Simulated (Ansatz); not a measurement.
A relaxation computed with Ansatz, from input to last step.

```yaml
crystal:
  lattice:
    - [3.9677296155, 0.0, 0.0]
    - [0.0, 2.8442564391, 2.8567657179]
    - [0.0, -2.8442564391, 2.8567657179]
  atoms:
    - { symbol: Ba, position: [0.0, 0.0080771846, 0.0080771846] }
    - { symbol: Ti, position: [0.5, 0.5197092875, 0.5197092875] }
    - { symbol: O, position: [0.0, 0.4916268328, 0.4916268328] }
    - { symbol: O, position: [0.5, 0.4938075423, 0.9829991528] }
    - { symbol: O, position: [0.5, 0.9829991528, 0.4938075423] }
basis:
  ecutwfc: 420
kpoints:
  mp_grid: { grid: [8, 8, 8] }
hamiltonian:
  xc: pbe
  hubbard: { sites: [{ species: Ti, l: d, u_eff: 4.0 }] }
scf:
  occupations: { method: gaussian, width: 0.02 }
output:
  forces: true
  stress: true
  eigenvalues: true
relax:
  adjacent_minimum: "off"
  f_tol: 0.01
  max_steps: 30
  cell: { stress_tol: 0.1, fix: [volume] }
```

```bash
ansatz run input.yaml --threads 1 --pin off --max-ram 2560MiB --backend cpu --events-out ev --progress --plain --runs-dir out
```

Method: DFT PBE+U, scalar-relativistic, plane waves, PAW (Ansatz).

The volume is held at 0.97 times that of the relaxed cell.

Of 7 frames 6 are shown, positions in Å and forces in eV/Å; the SCF threshold varies from step to step. Steps run on the plane waves of an earlier cell, with a Pulay correction in the pressure. The basis is chosen afresh for the last frame, the zero of the energies, and at times for earlier ones too; energy and pressure step there, also at an unchanged geometry.

```xyz
5
Lattice="3.9677 0.0000 0.0000 0.0000 2.8443 2.8568 0.0000 -2.8443 2.8568" Properties=species:S:1:pos:R:3:forces:R:3 pbc="T T T" step=1 free_energy_over_end_meV_per_atom=2.22 pressure_GPa=5.11
Ba    0.0000    0.0000    0.0461    0.0000    0.0000   -0.0339
Ti    1.9839    0.0000    2.9694    0.0000    0.0000   -0.2784
O     0.0000    0.0000    2.8089    0.0000    0.0000   -0.0208
O     1.9839   -1.3914    4.2189    0.0000   -0.1845    0.1666
O     1.9839    1.3914    4.2189    0.0000    0.1845    0.1666
5
Lattice="3.9711 0.0000 0.0000 0.0000 2.8431 2.8555 0.0000 -2.8431 2.8555" Properties=species:S:1:pos:R:3:forces:R:3 pbc="T T T" step=2 free_energy_over_end_meV_per_atom=1.94 pressure_GPa=4.81
Ba    0.0000    0.0000    0.0287    0.0000    0.0000    0.1011
Ti    1.9855    0.0000    2.9728    0.0000    0.0000   -0.3539
O     0.0000    0.0000    2.8077    0.0000    0.0000    0.0336
O     1.9855   -1.3972    4.2235    0.0000   -0.0813    0.1096
O     1.9855    1.3972    4.2235    0.0000    0.0813    0.1096
5
Lattice="3.9736 0.0000 0.0000 0.0000 2.8421 2.8547 0.0000 -2.8421 2.8547" Properties=species:S:1:pos:R:3:forces:R:3 pbc="T T T" step=3 free_energy_over_end_meV_per_atom=1.40 pressure_GPa=4.63
Ba    0.0000    0.0000    0.0356    0.0000    0.0000    0.0375
Ti    1.9868    0.0000    2.9656    0.0000    0.0000   -0.2716
O     0.0000    0.0000    2.8053    0.0000    0.0000    0.0476
O     1.9868   -1.3982    4.2228    0.0000   -0.0579    0.0933
O     1.9868    1.3982    4.2228    0.0000    0.0579    0.0933
5
Lattice="4.0042 0.0000 0.0000 0.0000 2.8420 2.8330 0.0000 -2.8420 2.8330" Properties=species:S:1:pos:R:3:forces:R:3 pbc="T T T" step=4 free_energy_over_end_meV_per_atom=0.47 pressure_GPa=2.67
Ba    0.0000    0.0000    0.0102    0.0000    0.0000    0.0035
Ti    2.0021    0.0000    2.8696    0.0000    0.0000    0.0486
O     0.0000    0.0000    2.8151    0.0000    0.0000   -0.0063
O     2.0021   -1.4115    4.2242    0.0000    0.0118   -0.0231
O     2.0021    1.4115    4.2242    0.0000   -0.0118   -0.0231
5
Lattice="3.9939 0.0000 0.0000 0.0000 2.8372 2.8451 0.0000 -2.8372 2.8451" Properties=species:S:1:pos:R:3:forces:R:3 pbc="T T T" step=5 free_energy_over_end_meV_per_atom=0.03 pressure_GPa=3.37
Ba    0.0000    0.0000    0.0230    0.0000    0.0000    0.0052
Ti    1.9970    0.0000    2.9151    0.0000    0.0000   -0.0052
O     0.0000    0.0000    2.8149    0.0000    0.0000    0.0003
O     1.9970   -1.4028    4.2254    0.0000   -0.0022   -0.0001
O     1.9970    1.4028    4.2254    0.0000    0.0022   -0.0001
5
Lattice="3.9942 0.0000 0.0000 0.0000 2.8387 2.8434 0.0000 -2.8387 2.8434" Properties=species:S:1:pos:R:3:forces:R:3 pbc="T T T" step=7 free_energy_over_end_meV_per_atom=0.00 pressure_GPa=3.35
Ba    0.0000    0.0000    0.0234    0.0000    0.0000   -0.0005
Ti    1.9971    0.0000    2.9123    0.0000    0.0000    0.0001
O     0.0000    0.0000    2.8136    0.0000    0.0000    0.0003
O     1.9971   -1.4037    4.2231    0.0000   -0.0005    0.0001
O     1.9971    1.4037    4.2231    0.0000    0.0005    0.0001
```

It took 3 min on 1 thread of Intel(R) Xeon(R) Processor @ 2.70GHz, on a shared host, peak memory 0.61 GiB.